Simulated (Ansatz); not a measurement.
Input, command and steps of an Ansatz relaxation.

```yaml
crystal:
  lattice:
    - [3.1814541812, 0.0, 0.0]
    - [-1.5907270906, 2.7552201419, 0.0]
    - [0.0, 0.0, 29.1266410095]
  atoms:
    - { symbol: W, position: [0.6666666667, 0.3333333333, 0.5] }
    - { symbol: W, position: [0.3333333333, 0.6666666667, 0.727766093] }
    - { symbol: W, position: [0.3333333333, 0.6666666667, 0.272233907] }
    - { symbol: S, position: [0.6666666667, 0.3333333333, 0.7820924] }
    - { symbol: S, position: [0.6666666667, 0.3333333333, 0.3266133334] }
    - { symbol: S, position: [0.3333333333, 0.6666666667, 0.5543463676] }
    - { symbol: S, position: [0.6666666667, 0.3333333333, 0.6733866666] }
    - { symbol: S, position: [0.6666666667, 0.3333333333, 0.2179076] }
    - { symbol: S, position: [0.3333333333, 0.6666666667, 0.4456536324] }
basis:
  ecutwfc: 500
kpoints:
  mp_grid: { grid: [12, 12, 1] }
hamiltonian:
  xc: r2scan
scf:
  occupations: { method: gaussian, width: 0.02 }
output:
  forces: true
  stress: true
  eigenvalues: true
relax:
  adjacent_minimum: "off"
  f_tol: 0.008
  max_steps: 40
```

```bash
ansatz run input.yaml --threads 2 --pin off --max-ram 5120MiB --backend cpu --events-out ev --progress --plain --runs-dir out
```

All numbers below come from Ansatz, DFT r2SCAN, scalar-relativistic, plane waves, PAW.

Of 6 frames 6 are shown, positions in Å and forces in eV/Å; the SCF threshold varies from step to step.

```xyz
9
Lattice="3.1815 0.0000 0.0000 -1.5907 2.7552 0.0000 0.0000 0.0000 29.1266" Properties=species:S:1:pos:R:3:forces:R:3 pbc="T T T" step=1 free_energy_over_end_meV_per_atom=3.89
W     1.5907    0.9184   14.5633    0.0000    0.0000    0.0000
W     0.0000    1.8368   21.1974    0.0000    0.0000   -0.0148
W     0.0000    1.8368    7.9293    0.0000    0.0000    0.0148
S     1.5907    0.9184   22.7797    0.0000    0.0000   -0.4754
S     1.5907    0.9184    9.5131    0.0000    0.0000   -0.4810
S     0.0000    1.8368   16.1462    0.0000    0.0000   -0.4650
S     1.5907    0.9184   19.6135    0.0000    0.0000    0.4810
S     1.5907    0.9184    6.3469    0.0000    0.0000    0.4754
S     0.0000    1.8368   12.9804    0.0000    0.0000    0.4650
9
Lattice="3.1815 0.0000 0.0000 -1.5907 2.7552 0.0000 0.0000 0.0000 29.1266" Properties=species:S:1:pos:R:3:forces:R:3 pbc="T T T" step=2 free_energy_over_end_meV_per_atom=1.75
W     1.5907    0.9184   14.5633    0.0000    0.0000    0.0000
W     0.0000    1.8368   21.1663    0.0000    0.0000   -0.0008
W     0.0000    1.8368    7.9604    0.0000    0.0000    0.0008
S     1.5907    0.9184   22.7099    0.0000    0.0000    0.3261
S     1.5907    0.9184    9.5045    0.0000    0.0000    0.3373
S     0.0000    1.8368   16.1081    0.0000    0.0000    0.3217
S     1.5907    0.9184   19.6222    0.0000    0.0000   -0.3373
S     1.5907    0.9184    6.4167    0.0000    0.0000   -0.3261
S     0.0000    1.8368   13.0185    0.0000    0.0000   -0.3217
9
Lattice="3.1815 0.0000 0.0000 -1.5907 2.7552 0.0000 0.0000 0.0000 29.1266" Properties=species:S:1:pos:R:3:forces:R:3 pbc="T T T" step=3 free_energy_over_end_meV_per_atom=0.03
W     1.5907    0.9184   14.5633    0.0000    0.0000    0.0000
W     0.0000    1.8368   21.1428    0.0000    0.0000   -0.0019
W     0.0000    1.8368    7.9839    0.0000    0.0000    0.0019
S     1.5907    0.9184   22.7016    0.0000    0.0000    0.0039
S     1.5907    0.9184    9.5433    0.0000    0.0000    0.0076
S     0.0000    1.8368   16.1229    0.0000    0.0000    0.0037
S     1.5907    0.9184   19.5833    0.0000    0.0000   -0.0076
S     1.5907    0.9184    6.4251    0.0000    0.0000   -0.0039
S     0.0000    1.8368   13.0037    0.0000    0.0000   -0.0037
9
Lattice="3.1815 0.0000 0.0000 -1.5907 2.7552 0.0000 0.0000 0.0000 29.1266" Properties=species:S:1:pos:R:3:forces:R:3 pbc="T T T" step=4 free_energy_over_end_meV_per_atom=0.03
W     1.5907    0.9184   14.5633    0.0000    0.0000    0.0000
W     0.0000    1.8368   21.1428    0.0000    0.0000   -0.0025
W     0.0000    1.8368    7.9839    0.0000    0.0000    0.0025
S     1.5907    0.9184   22.7016    0.0000    0.0000    0.0036
S     1.5907    0.9184    9.5433    0.0000    0.0000    0.0078
S     0.0000    1.8368   16.1229    0.0000    0.0000    0.0037
S     1.5907    0.9184   19.5833    0.0000    0.0000   -0.0078
S     1.5907    0.9184    6.4251    0.0000    0.0000   -0.0036
S     0.0000    1.8368   13.0037    0.0000    0.0000   -0.0037
9
Lattice="3.1815 0.0000 0.0000 -1.5907 2.7552 0.0000 0.0000 0.0000 29.1266" Properties=species:S:1:pos:R:3:forces:R:3 pbc="T T T" step=5 free_energy_over_end_meV_per_atom=0.01
W     1.5907    0.9184   14.5633    0.0000    0.0000    0.0000
W     0.0000    1.8368   21.1201    0.0000    0.0000   -0.0015
W     0.0000    1.8368    8.0065    0.0000    0.0000    0.0015
S     1.5907    0.9184   22.6792    0.0000    0.0000   -0.0024
S     1.5907    0.9184    9.5663    0.0000    0.0000   -0.0005
S     0.0000    1.8368   16.1231    0.0000    0.0000   -0.0026
S     1.5907    0.9184   19.5604    0.0000    0.0000    0.0005
S     1.5907    0.9184    6.4474    0.0000    0.0000    0.0024
S     0.0000    1.8368   13.0035    0.0000    0.0000    0.0026
9
Lattice="3.1815 0.0000 0.0000 -1.5907 2.7552 0.0000 0.0000 0.0000 29.1266" Properties=species:S:1:pos:R:3:forces:R:3 pbc="T T T" step=6 free_energy_over_end_meV_per_atom=0.00
W     1.5907    0.9184   14.5633    0.0000    0.0000    0.0000
W     0.0000    1.8368   21.0955    0.0000    0.0000    0.0000
W     0.0000    1.8368    8.0311    0.0000    0.0000    0.0000
S     1.5907    0.9184   22.6545    0.0000    0.0000   -0.0006
S     1.5907    0.9184    9.5907    0.0000    0.0000   -0.0009
S     0.0000    1.8368   16.1229    0.0000    0.0000   -0.0009
S     1.5907    0.9184   19.5359    0.0000    0.0000    0.0009
S     1.5907    0.9184    6.4721    0.0000    0.0000    0.0006
S     0.0000    1.8368   13.0038    0.0000    0.0000    0.0009
```

The run took 110 s on 2 threads of Intel(R) Xeon(R) Platinum 8488C (Sapphire Rapids) (shared host), peak memory 1.1 GiB.

Spin–orbit coupling is left out, which can shift energies with elements as heavy as these. The cell holds layers, and r2SCAN describes their binding at middle range but leaves out its long-range dispersion part.